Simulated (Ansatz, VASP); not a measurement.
Two plane-wave programs on Ga4O3

INCAR

```
SYSTEM = Ga4O3
  ALGO = Normal
  EDIFF = 1E-6
  ENCUT = 520
  GGA = PE
  ISIF = 2
  ISMEAR = 0
  LASPH = .TRUE.
  LCHARG = .FALSE.
  LREAL = .FALSE.
  LWAVE = .FALSE.
  NBANDS = 44
  NELM = 100
  PREC = Accurate
  SIGMA = 0.1
```

The input KPOINTS:

```
k-points
0
G
  4 4 4
  0 0 0
```

POSCAR

```
Ga4O3
1.0
    4.6707972900      0.0000000000      0.0000000000
    0.0000000000      4.6707972900      0.0000000000
    0.0000000000      0.0000000000      4.6707972900
Ga O
4 3
Direct
    0.0000000000      0.5000000000      0.5000000000
    0.5000000000      0.0000000000      0.5000000000
    0.5000000000      0.5000000000      0.0000000000
    0.5000000000      0.5000000000      0.5000000000
    0.5000000000      0.0000000000      0.0000000000
    0.0000000000      0.5000000000      0.0000000000
    0.0000000000      0.0000000000      0.5000000000
```

Input for Ansatz:

```yaml
crystal:
  lattice:
    - [4.67079729, 0.0, 0.0]
    - [0.0, 4.67079729, 0.0]
    - [0.0, 0.0, 4.67079729]
  atoms:
    - { symbol: Ga, position: [0.0, 0.5, 0.5] }
    - { symbol: Ga, position: [0.5, 0.0, 0.5] }
    - { symbol: Ga, position: [0.5, 0.5, 0.0] }
    - { symbol: Ga, position: [0.5, 0.5, 0.5] }
    - { symbol: O, position: [0.5, 0.0, 0.0] }
    - { symbol: O, position: [0.0, 0.5, 0.0] }
    - { symbol: O, position: [0.0, 0.0, 0.5] }
basis:
  ecutwfc: 420
kpoints:
  mp_grid: { grid: [4, 4, 4] }
hamiltonian:
  xc: pbe
scf:
  occupations: { method: gaussian, width: 0.1 }
  lower_state_search: "off"
output:
  forces: true
  stress: true
  eigenvalues: true
```

Alike in both runs: task single point; functional PBE; k mesh 4 × 4 × 4; occupations gaussian, width 0.1 eV; no spin polarisation.

|  | VASP | Ansatz |
| --- | --- | --- |
| version | VASP 6.6.1 | Ansatz 0.2.0 |
| potentials or method | VASP PAW PBE potentials, release 64 (Ga_d, O) | scalar-relativistic, plane waves, PAW |
| plane-wave cutoff (eV) | 520 | 420 |
| valence electrons in the cell | 70 | 70 |

VASP gave:

```
gap on the k mesh at the Fermi level (eV) : none
pressure (GPa)                            : -2.9
```

Which values does Ansatz return?

gap on the k mesh at the Fermi level (eV): none; pressure (GPa): -3.1.

A gap of «none» marks a metal or a gap that the smearing closes.
